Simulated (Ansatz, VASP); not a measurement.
**ZrB2 in VASP and in Ansatz**

```
Zr B
1.0
     3.16500    0.00000    0.00000
    -1.58250    2.74097    0.00000
     0.00000    0.00000    3.52000
Zr B
1 2
Cartesian
  0.0000 0.0000 0.0000
  0.0000 1.8273 1.7600
  1.5825 0.9137 1.7600
```

Alike in both runs: task single point; functional PBEsol; k mesh 6 × 6 × 6; occupations gaussian, width 0.1 eV; no spin polarisation.

|  | VASP | Ansatz |
| --- | --- | --- |
| version | VASP 6.6.1 | Ansatz 0.2.0 |
| potentials or method | VASP PAW PBE potentials, release 64 (Zr_sv, B) | scalar-relativistic, plane waves, PAW |
| plane-wave cutoff (eV) | 520 | 420 |
| valence electrons in the cell | 18 | 18 |

Ansatz gave:

- gap on the k mesh at the Fermi level (eV): none
- pressure (GPa): -2.3
- largest component of the traceless stress (GPa): 1.23

Problem. Estimate VASP's values.

Solution. gap on the k mesh at the Fermi level (eV): none; pressure (GPa): -2.0; largest component of the traceless stress (GPa): 1.23.

A gap of «none» marks a metal or a gap that the smearing closes.

Caveats: the k mesh is coarse (spacing up to 0.38 Å⁻¹), so the values aren't converged; the PAW data sets were made with another functional, which shifts forces and pressure a little (VASP).
